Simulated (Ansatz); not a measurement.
## HfN in the rocksalt structure

Level of theory: DFT, PBE with spin–orbit coupling, two-component spinors; plane waves to 420 eV with PAW datasets (Ansatz 0.2.0), 12×12×12 k-mesh, Gaussian smearing of 0.05 eV. The datasets are Ansatz's generated set soft_2.

```cif
data_structure
_symmetry_space_group_name_H-M 'P 1'
_symmetry_Int_Tables_number 1
_cell_length_a 3.2140
_cell_length_b 3.2140
_cell_length_c 3.2140
_cell_angle_alpha 60.000
_cell_angle_beta 60.000
_cell_angle_gamma 60.000
_cell_volume 23.48
loop_
_atom_site_label
_atom_site_type_symbol
_atom_site_fract_x
_atom_site_fract_y
_atom_site_fract_z
_atom_site_occupancy
Hf1 Hf 0.50000 0.50000 0.50000 1
N1 N 0.00000 0.00000 0.00000 1
```

The start was a prototype's sites filled with these elements; the Crystallography Open Database holds the compound in this structure.

Path: Γ–X–U | K–Γ–L–W–X, with Γ = (0.000, 0.000, 0.000), X = (0.500, 0.000, 0.500), U = (0.625, 0.250, 0.625), K = (0.375, 0.375, 0.750), L = (0.500, 0.500, 0.500), W = (0.500, 0.250, 0.750) in reciprocal vectors of the calculation's cell.

**Question.** Is it a metal or an insulator, and if it has a gap, where are the band edges on this path?

**Answer.** A metal: bands cross the Fermi level.

Bands as a text map, energy in eV from the Fermi level (dashes), each leg drawn with the same width:
```
  4.86 |       * ****** **     *             * *        **   ***   ***
  4.57 |       **      ** **        *           * *    *        ***   
  4.29 |             **  *  **  *          **    *    *          ***  
  4.00 |      ** ****     **     *  *                *              **
  3.71 |  *     *           ***            *     ****           *     
  3.43 |      **                          *     **             *      
  3.14 |     **               ** **  *         * **                   
  2.86 |     *                  * *       *    *  **          *       
  2.57 | *  *                  *   *     *    * *  **                 
  2.29 |   **                   *  ** *  *    *     **       *        
  2.00 |*** *                        * **    * *      *               
  1.71 | *                     ***    * *    *       * *    *         
  1.43 |*  *                     *     *    * *       ***             
  1.14 |   *                      * *       *           ****          
  0.86 |                          *        * *             *          
  0.57 |  *                        * *     **               *         
  0.29 |  *                   *    **     **                          
  0.00 |-*--------------------------***-***------------------*--------
 -0.29 |**                           *****                            
 -0.57 |**                            ***                     *       
 -0.86 |  *                 **                                        
 -1.14 |                   *                                   *      
 -1.43 |   *                                                          
 -1.71 |                  *                                     *     
 -2.00 |    *            *                                       *    
 -2.29 |                *                                             
 -2.57 |     *         *                                          *   
 -2.86 |*     *       *                *                           *  
        Γ         X         UK         Γ         L         W         X
```

With 31 valence electrons in the calculation's cell and no magnetic order, the Kramers pairs of bands, two electrons each, can't all be full or empty: band theory demands a metal. (Only strong correlation, outside this picture, could make a Mott insulator of it.) A formal count (Hf⁴⁺, N³⁻) leaves 1 electron a formula unit beyond the anions' closed shells. It goes into the bands above the anion p states, which fits the metal found.
